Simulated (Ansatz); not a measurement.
# Na under changes of volume

One of the cells (37.168 Å³/atom); the others are scaled copies at fixed shape and fractional positions:

```xyz
4
Lattice="3.7004 0.0000 0.0000 -1.8502 3.2046 0.0000 0.0000 0.0000 12.5373" Properties=species:S:1:pos:R:3 pbc="T T T"
Na    1.8502    1.0682    9.4030
Na    0.0000    0.0000    6.2687
Na    0.0000    2.1364    3.1343
Na    0.0000    0.0000    0.0000
```

This isn't the form of Na at room conditions, which is bcc.

* Program: Ansatz 0.2.0
* Functional: r2SCAN
* Potentials or basis: Ansatz PAW
* Cutoff: 500 eV (not typed: the program's choice for these potentials)
* k mesh: 8 × 8 × 3
* Occupations: fermi-dirac, width 0.05 eV
* Spin: no spin polarisation

```tsv
volume (Å³/atom)	energy over the lowest point (meV/atom)	pressure (GPa)
34.938	?	?
35.681	3.11	0.5
36.425	1.27	0.3
37.168	0.26	0.1
37.911	0.00	0.0
38.655	0.43	-0.2
39.398	1.48	-0.3
```

Q: What does the run at 34.938 Å³/atom give?

A: Energy over the lowest point 5.84 meV/atom; pressure 0.7 GPa.

Worked out: A Birch-Murnaghan fit of order 3 (a polynomial in V^(-2/3)) to the other rows has its minimum at 37.81 Å³/atom with B0 = V·E''(V) = 7.6 GPa and B' = 3.8 at fixed shape and positions, which overstates the stiffness. It gives 5.86 meV/atom at 34.938 Å³/atom, against the run's 5.84, and -dE/dV = 0.7 GPa, against 0.7.

Energies are extrapolated to zero smearing.

Caveats: the PAW data sets come from PBE, with cores solved anew for the run's functional, which leaves a small shift of forces and pressure.
